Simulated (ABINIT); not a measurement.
**SiC (F-43m): changed settings of a GW run in ABINIT**

A base run on SiC (F-43m), then changed inputs.

Calculated with ABINIT 10.8.3; PBE and many-body steps on it, plane waves.

## Step 1: The structure

It takes space group F-43m (No. 216, cubic). Conventional cell: a = 4.358 Å, b = 4.358 Å, c = 4.358 Å, α = 90.00°, β = 90.00°, γ = 90.00°. Si has 4 C at 1.89 Å nearest. Nearest to C lie 4 Si at 1.89 Å. Farther neighbours are not listed.

The cell and positions come from the Crystallography Open Database and are kept as given unless a step says otherwise.

## Step 2: Screening, 6×6×6 mesh, 90 bands, screening to 228.6 eV

This step: ABINIT 10.8.3; RPA screening on PBE, plane waves, norm-conserving pseudopotentials.

The RPA dielectric matrix is built and inverted for each q.

run.abi reads:

```
acell 3*1.0 Angstrom
rprim 
  -0.000000000000 2.179000000000 2.179000000000
  2.179000000000 -0.000000000000 2.179000000000
  2.179000000000 2.179000000000 -0.000000000000
ntypat 2
znucl 14 6
natom 2
typat 1 2
xred 
  0.000000000000 0.000000000000 0.000000000000
  0.250000000000 0.250000000000 0.250000000000
pp_dirpath "pseudos"
pseudos "Si.upf, C.upf"
ecut 37
ngkpt 6 6 6
nshiftk 1
shiftk 0 0 0
kptopt 1
chksymbreak 0
istwfk *1
occopt 1
irdwfk 1
optdriver 3
nband 90
ecuteps 8.4
inclvkb 2
awtr 1
symchi 1
indata_prefix "in"
outdata_prefix "out"
tmpdata_prefix "tmp"
```

Run with:

```
$ OMP_NUM_THREADS=1 mpirun -n 8 abinit run.abi > log
```

What it wrote:

```text
.Version 10.8.3 of ABINIT. v10.8.2 released Aug 2026.

 Symmetries : space group F-4 3 m (#216); Bravais cF (face-center cubic)
[... echo of the input left out ...]
== DATASET  1 ==================================================================
-   mpi_nproc: 8, omp_nthreads: 1 (-1 if OMP is not activated)

--- !DatasetInfo
iteration_state: {dtset: 1, }
dimensions: {natom: 2, nkpt: 16, mband: 90, nsppol: 1, nspinor: 1, nspden: 1, mpw: 1524, }
cutoff_energies: {ecut:  37.0, pawecutdg:  -1.0, }
electrons: {nelect:   8.00000000E+00, charge:   0.00000000E+00, occopt:   1.00000000E+00, tsmear:   1.00000000E-02, }

 SCREENING: Calculation of the susceptibility and dielectric matrices

 Based on a program developped by R.W. Godby, V. Olevano, G. Onida, and L. Reining.
 Incorporated in ABINIT by V. Olevano, G.-M. Rignanese, and M. Torrent.
.Using double precision arithmetic ; gwpc =  8

[... cell and pseudopotentials left out ...]
--------------------------------------------------------------------------------

 ==== K-mesh for the wavefunctions ====
 Number of points in the irreducible wedge :    16
[... list of points left out ...]
 Together with 24 symmetry operations and time-reversal symmetry
 yields   216 points in the full Brillouin Zone.

 ==== Q-mesh for the screening function ====
 Number of points in the irreducible wedge :    16
[... list of points left out ...]
 Together with 24 symmetry operations and time-reversal symmetry
 yields   216 points in the full Brillouin Zone.

 setmesh: FFT mesh size selected  =    24x   24x   24
          total number of points  =        13824

 vcoul_init : cutoff-mode = AUXILIARY_FUNCTION
 q-points for optical limit:   1
     1)      0.000010    0.000020    0.000030

- screening: taking advantage of time-reversal symmetry
- Maximum band index for partially occupied states nbvw = 4
- Remaining bands to be divided among processors   nbcw = 86
- Number of bands treated by each node ~10

 Number of electrons calculated from density =    8.0000; Expected =    8.0000
 average of density, n =  0.057292
 r_s =    1.6092
 omega_plasma =   23.0888 [eV]

 calculating chi0 at frequencies [eV] :
  1    0.000000E+00    0.000000E+00
  2    0.000000E+00    2.308880E+01

--------------------------------------------------------------------------------
  q-point number  1        q = ( 0.000000, 0.000000, 0.000000) [r.l.u.]
--------------------------------------------------------------------------------
[... chi0 elements left out ...]
 For q-point:  0.000010 0.000020 0.000030
  dielectric constant =   7.0815
  dielectric constant without local fields =   7.7434

  Average fulfillment of the sum rule on Im[epsilon] for q-point    1 :     90.05  [%]
[... wings left out ...]
  q-point number  2        q = ( 0.166667, 0.000000, 0.000000) [r.l.u.]
--------------------------------------------------------------------------------
[... chi0 elements left out ...]
  Average fulfillment of the sum rule on Im[epsilon] for q-point    2 :     95.46  [%]

 [... 14 further q-points ...]
```

Elapsed: 53 s, on 8 MPI ranks of Arm Neoverse N1, shared host; peak memory 1.1 GiB; 7 min of CPU time.

Numbers from this step:

* ε∞ with local fields, on this mesh, along the program's q direction: 7.082
* the same without local fields: 7.743
* plasma frequency: 23.09 eV
* plane waves in the screening matrix: 169

Local fields lower ε∞ by 9 %.

## Step 3: Base

The self-energy is evaluated for the states that the input lists, and the levels follow from it, in one-shot runs by the linearised quasiparticle equation.

This step: G0W0 on PBE, plane waves, norm-conserving pseudopotentials.

run.abi: that of step 2 with these lines changed.

```diff
@@ -23,8 +23,17 @@
 irdwfk 1
-optdriver 3
+optdriver 4
 nband 90
+gwcalctyp 0
+ecutsigx 37
+symsigma 1
+nkptgw 2
+kptgw 
+  0.0000000000 0.0000000000 0.0000000000
+  0.5000000000 0.5000000000 0.0000000000
+bdgw 
+  2 8
+  3 6
 ecuteps 8.4
-inclvkb 2
-awtr 1
-symchi 1
+irdscr 1
+ppmodel 1
 indata_prefix "in"
```

What it wrote:

```text
.Version 10.8.3 of ABINIT. v10.8.2 released Aug 2026.

 Symmetries : space group F-4 3 m (#216); Bravais cF (face-center cubic)
[... echo of the input left out ...]
== DATASET  1 ==================================================================
-   mpi_nproc: 8, omp_nthreads: 1 (-1 if OMP is not activated)

--- !DatasetInfo
iteration_state: {dtset: 1, }
dimensions: {natom: 2, nkpt: 16, mband: 90, nsppol: 1, nspinor: 1, nspden: 1, mpw: 1524, }
cutoff_energies: {ecut:  37.0, pawecutdg:  -1.0, }
electrons: {nelect:   8.00000000E+00, charge:   0.00000000E+00, occopt:   1.00000000E+00, tsmear:   1.00000000E-02, }

 SIGMA: Calculation of the GW corrections

 Based on a program developped by R.W. Godby, V. Olevano, G. Onida, and L. Reining.
 Incorporated in ABINIT by V. Olevano, G.-M. Rignanese, and M. Torrent.
.Using double precision arithmetic ; gwpc =  8

[... cell and pseudopotentials left out ...]
--------------------------------------------------------------------------------

 ==== K-mesh for the wavefunctions ====
 Number of points in the irreducible wedge :    16
[... list of points left out ...]
 Together with 24 symmetry operations and time-reversal symmetry
 yields   216 points in the full Brillouin Zone.

 ==== Q-mesh for screening function ====
 Number of points in the irreducible wedge :    16
[... list of points left out ...]
 Together with 24 symmetry operations and time-reversal symmetry
 yields   216 points in the full Brillouin Zone.

 vcoul_init : cutoff-mode = AUXILIARY_FUNCTION
 q-points for optical limit:   1
     1)      0.000010    0.000020    0.000030
 setmesh: FFT mesh size selected  =    32x   32x   32
          total number of points  =        32768

 Number of electrons calculated from density =    8.0000; Expected =    8.0000
 average of density, n =  0.057292
 r_s =    1.6092
 omega_plasma =   23.0888 [eV]

 === KS Band Gaps ===
  >>>> For spin  1
   Minimum direct gap =   4.5530 [eV], located at k-point      :   0.5000  0.5000  0.0000
   Fundamental gap    =   1.3613 [eV], Top of valence bands at :   0.0000  0.0000  0.0000
                                       Bottom of conduction at :   0.5000  0.5000  0.0000
 SIGMA fundamental parameters:
 PLASMON POLE MODEL  1
 number of plane-waves for SigmaX                 1459
 number of plane-waves for SigmaC and W            169
 number of plane-waves for wavefunctions          1459
 number of bands                                    90
 number of independent spin polarizations            1
 number of spinorial components                      1
 number of k-points in IBZ                          16
 number of q-points in IBZ                          16
 number of symmetry operations                      24
 number of k-points in BZ                          216
 number of q-points in BZ                          216
 number of frequencies for dSigma/dE                 9
 frequency step for dSigma/dE [eV]                0.25
 number of omega for Sigma on real axis              0
 max omega for Sigma on real axis  [eV]           0.00
 zcut for avoiding poles [eV]                     0.10

 EPSILON^-1 parameters (SCR file):
 dimension of the eps^-1 matrix on file            169
 dimension of the eps^-1 matrix used               169
 number of plane-waves for wavefunctions          1459
 number of bands                                    90
 number of q-points in IBZ                          16
 number of frequencies                               2
 number of real frequencies                          1
 number of imag frequencies                          1

 matrix elements of self-energy operator (all in [eV])

 Perturbative Calculation

--- !SelfEnergy_ee
iteration_state: {dtset: 1, }
kpoint     : [   0.000,    0.000,    0.000, ]
spin       : 1
KS_gap     :    6.223
QP_gap     :    7.129
Delta_QP_KS:    0.906
data: !SigmaeeData |
     Band     E0 <VxcDFT>   SigX SigC(E0)      Z dSigC/dE  Sig(E)    E-E0       E
        2   6.835 -14.930 -17.579   1.945   0.792  -0.262 -15.488  -0.558   6.277
        3   6.835 -14.930 -17.579   1.945   0.792  -0.262 -15.488  -0.558   6.277
        4   6.835 -14.930 -17.579   1.945   0.792  -0.262 -15.488  -0.558   6.277
        5  13.058 -13.213  -7.543  -5.229   0.790  -0.266 -12.865   0.348  13.406
        6  14.146 -11.327  -5.827  -5.099   0.806  -0.241 -11.003   0.323  14.470
        7  14.146 -11.327  -5.827  -5.099   0.806  -0.241 -11.003   0.323  14.470
        8  14.146 -11.327  -5.827  -5.099   0.806  -0.241 -11.003   0.323  14.470

--- !SelfEnergy_ee
iteration_state: {dtset: 1, }
kpoint     : [   0.500,    0.500,    0.000, ]
spin       : 1
KS_gap     :    4.553
QP_gap     :    5.581
Delta_QP_KS:    1.028
data: !SigmaeeData |
     Band     E0 <VxcDFT>   SigX SigC(E0)      Z dSigC/dE  Sig(E)    E-E0       E
        3   3.643 -13.567 -17.441   2.761   0.783  -0.277 -14.438  -0.871   2.772
        4   3.643 -13.567 -17.441   2.761   0.783  -0.277 -14.438  -0.871   2.772
        5   8.196 -10.505  -6.372  -3.942   0.820  -0.219 -10.348   0.157   8.354
        6  11.168 -10.770  -5.961  -4.408   0.822  -0.216 -10.440   0.329  11.498

== END DATASET(S) ==============================================================
================================================================================

 -outvars: echo values of variables after computation  --------
           etotal      0.0000000000E+00
            nband          90
             nkpt          16
          spgroup         216
 [... the other variables as echoed above ...]

 Calculation completed.
```

Elapsed: 11 s, on 8 MPI ranks; peak memory 1.1 GiB; 87 s of CPU time.

Numbers from this step:

* G0W0 gap on the points computed: 2.077 eV
* starting gap on the mesh: 1.361 eV
* k of the valence top: 0, 0, 0
* k of the conduction bottom: 0.5, 0.5, 0
* Z at the valence top: 0.792
* Z at the conduction bottom: 0.82
* least direct G0W0 gap on the computed points: 5.582 eV

The gap on the mesh goes from 1.36 eV to 2.08 eV, a correction of +0.72 eV.

## Step 4: Coulomb singularity

run.abi: that of step 3 with these lines changed.

```diff
@@ -38,2 +38,3 @@
 ppmodel 1
+gw_icutcoul 0
 indata_prefix "in"
```

What it wrote:

```text
.Version 10.8.3 of ABINIT. v10.8.2 released Aug 2026.

 Symmetries : space group F-4 3 m (#216); Bravais cF (face-center cubic)
[... echo of the input left out ...]
== DATASET  1 ==================================================================
-   mpi_nproc: 8, omp_nthreads: 1 (-1 if OMP is not activated)

--- !DatasetInfo
iteration_state: {dtset: 1, }
dimensions: {natom: 2, nkpt: 16, mband: 90, nsppol: 1, nspinor: 1, nspden: 1, mpw: 1524, }
cutoff_energies: {ecut:  37.0, pawecutdg:  -1.0, }
electrons: {nelect:   8.00000000E+00, charge:   0.00000000E+00, occopt:   1.00000000E+00, tsmear:   1.00000000E-02, }

 SIGMA: Calculation of the GW corrections

 Based on a program developped by R.W. Godby, V. Olevano, G. Onida, and L. Reining.
 Incorporated in ABINIT by V. Olevano, G.-M. Rignanese, and M. Torrent.
.Using double precision arithmetic ; gwpc =  8

[... cell and pseudopotentials left out ...]
--------------------------------------------------------------------------------

 ==== K-mesh for the wavefunctions ====
 Number of points in the irreducible wedge :    16
[... list of points left out ...]
 Together with 24 symmetry operations and time-reversal symmetry
 yields   216 points in the full Brillouin Zone.

 ==== Q-mesh for screening function ====
 Number of points in the irreducible wedge :    16
[... list of points left out ...]
 Together with 24 symmetry operations and time-reversal symmetry
 yields   216 points in the full Brillouin Zone.

 === Spherical cutoff ===

  Cutoff radius .........    19.3102 [Bohr]
  Volume of the sphere ..   30161.44 [Bohr^3]
 q-points for optical limit:   1
     1)      0.000010    0.000020    0.000030
 setmesh: FFT mesh size selected  =    32x   32x   32
          total number of points  =        32768

[...]
number of omega for Sigma on real axis              0
 max omega for Sigma on real axis  [eV]           0.00
 zcut for avoiding poles [eV]                     0.10

 EPSILON^-1 parameters (SCR file):
 dimension of the eps^-1 matrix on file            169
 dimension of the eps^-1 matrix used               169
 number of plane-waves for wavefunctions          1459
 number of bands                                    90
 number of q-points in IBZ                          16
 number of frequencies                               2
 number of real frequencies                          1
 number of imag frequencies                          1

 matrix elements of self-energy operator (all in [eV])

 Perturbative Calculation

--- !SelfEnergy_ee
iteration_state: {dtset: 1, }
kpoint     : [   0.000,    0.000,    0.000, ]
spin       : 1
KS_gap     :    6.223
QP_gap     :    7.113
Delta_QP_KS:    0.890
data: !SigmaeeData |
     Band     E0 <VxcDFT>   SigX SigC(E0)      Z dSigC/dE  Sig(E)    E-E0       E
        2   6.835 -14.930 -17.581   2.000   0.797  -0.255 -15.449  -0.519   6.316
        3   6.835 -14.930 -17.581   2.000   0.797  -0.255 -15.449  -0.519   6.316
        4   6.835 -14.930 -17.581   2.000   0.797  -0.255 -15.449  -0.519   6.316
[...]
--- !SelfEnergy_ee
iteration_state: {dtset: 1, }
kpoint     : [   0.500,    0.500,    0.000, ]
spin       : 1
KS_gap     :    4.553
QP_gap     :    5.522
Delta_QP_KS:    0.969
data: !SigmaeeData |
     Band     E0 <VxcDFT>   SigX SigC(E0)      Z dSigC/dE  Sig(E)    E-E0       E
[...]
5   8.196 -10.505  -6.411  -3.970   0.821  -0.218 -10.404   0.102   8.298
        6  11.168 -10.770  -5.981  -4.441   0.823  -0.216 -10.484   0.286  11.455

== END DATASET(S) ==============================================================
================================================================================

 -outvars: echo values of variables after computation  --------
           etotal      0.0000000000E+00
            nband          90
             nkpt          16
          spgroup         216
 [... the other variables as echoed above ...]

 Calculation completed.
```

Run time: 10 s. Hardware: 8 MPI ranks; peak memory 1.1 GiB; 81 s of CPU time.

This step gave:

```
G0W0 gap on the points computed              : 1.982 eV
starting gap on the mesh                     : 1.361 eV
k of the valence top                         : 0, 0, 0
k of the conduction bottom                   : 0.5, 0.5, 0
Z at the valence top                         : 0.797
Z at the conduction bottom                   : 0.821
least direct G0W0 gap on the computed points : 5.522 eV
```

Against G0W0 in ABINIT (6×6×6 mesh, 90 bands, screening to 228.6 eV, Godby-Needs plasmon pole), the gap moves by −0.095 eV.

## Step 5: Side by side

Times are wall times on 8 MPI ranks of Arm Neoverse N1, shared host, good to a factor of about two. A run's time includes the screening step that it read.

| run | mesh | bands | screening cutoff (eV) | DFT gap (eV) | gap on the mesh (eV) | direct (eV) | ε∞ used | time |
| --- | --- | --- | --- | --- | --- | --- | --- | --- |
| base | 6×6×6 | 90 | 228.6 | 1.361 | 2.077 | 5.582 | 7.08 | 64 s |
| Coulomb singularity | 6×6×6 | 90 | 228.6 | 1.361 | 1.982 | 5.522 | 7.08 | 63 s |

## Step 6: Outcome

```json
{
  "base": "2.077 eV",
  "Coulomb singularity": "1.982 eV",
  "known limits": "not at the basis limit"
}
```

Coulomb singularity: −0.095 eV against base (keys changed: gw_icutcoul). Bands and cutoff are finite, so the gap is not at the basis limit. The miss can reach some tenths of an eV and take either sign; the mesh is an error of its own. In the G0W0 runs levels were corrected at 2 k points alone, so a gap called «on the mesh» is the least over those, and an edge elsewhere would be missed.

[Paths, hosts, dates, memory and timing lines, banners, echoed tables and standing remarks are left out of the program output.]

[Logs are printed without paths, hosts, clocks, repeated set-up lines and the standing remarks that a program may print on its own settings, such as how far it seeks lower states.]

[Runs of the session that timed out or met a known fault of the program may be left out.]

[Hosts, paths, dates, database ids (printed as entryN), source tags and the programs' standing remarks are cut or masked in the printed files.]

[G0W0 gaps are taken among the corrected bands and points alone; a level outside them can change the order at an edge.]

[Where Ansatz stands beside ABINIT at settings called matched, ABINIT's density can come from a denser mesh and the files from another edition; pairs whose starting gaps differed by over 0.03 eV were left out, so agreement reads better than it is.]
